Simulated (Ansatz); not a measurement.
Crystal: C.

```
C
1.0
     2.12732   -1.22828    0.00000
     2.12732    1.22828    0.00000
    -1.37907    0.00000    3.50283
C
2
Cartesian
  -0.6699 0.0000 3.5025
  3.5455 0.0000 0.0003
```

This is a stacking variant of graphite.

Program: Ansatz 0.2.0. Alike in all runs: task single point; potentials or basis Ansatz PAW; no spin polarisation; cell as given; k mesh 7 × 7 × 4; cutoff (eV) 500; smearing fermi-dirac 0.05 eV; the mesh is coarse, so values aren't converged.

Order these runs on this cell by their band gap on the k mesh, lowest first.
A. level r2SCAN0 form with a typed share of exact exchange; share of exact exchange 0.5
B. level r2SCAN0 form with a typed share of exact exchange; share of exact exchange 0.1
C. level r2SCAN0; share of exact exchange 0.25
D. level r2SCAN0 form with a typed share of exact exchange; share of exact exchange 0
E. level r2SCAN0 form with a typed share of exact exchange; share of exact exchange 0.35

D (2.45 eV), B (2.88 eV), C (3.51 eV), E (3.94 eV), A (4.57 eV).

Caveats: all runs use coarse meshes; odd divisions of the mesh miss points on the zone boundary, where band edges often lie, so the gap on the mesh can be too wide.

A k mesh can miss the band edges.

Runs at the PBE level aren't shown here.
